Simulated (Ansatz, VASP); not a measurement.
# GaP in VASP and in Ansatz

```
CELL_PARAMETERS angstrom
0.00000 2.72525 2.72525
2.69800 0.00000 2.72525
2.69800 2.72525 0.00000
ATOMIC_POSITIONS crystal
Ga 0.00000 0.00000 0.00000
P 0.75000 0.75000 0.75000
```

Change from the starting cell: strain = -0.01.

Alike in both runs: task relaxation of the atoms; functional PBE; k mesh 8 × 8 × 8; occupations fermi-dirac, width 0.05 eV; no spin polarisation.

```csv
,VASP,Ansatz
version,VASP 6.6.1,Ansatz 0.2.0
potentials or method,"VASP PAW PBE potentials, release 64 (Ga_d, P)",Ansatz PAW
plane-wave cutoff (eV),520,420
valence electrons in the cell,18,18
```

|  | VASP | Ansatz | Ansatz less VASP |
| --- | --- | --- | --- |
| gap on the k mesh at the Fermi level, each at its own relaxed structure (eV) | 1.53 | 1.53 | +0.001 |

Caveats: the relaxation stopped at its first step, so nothing moved. A k mesh can miss the band edges.
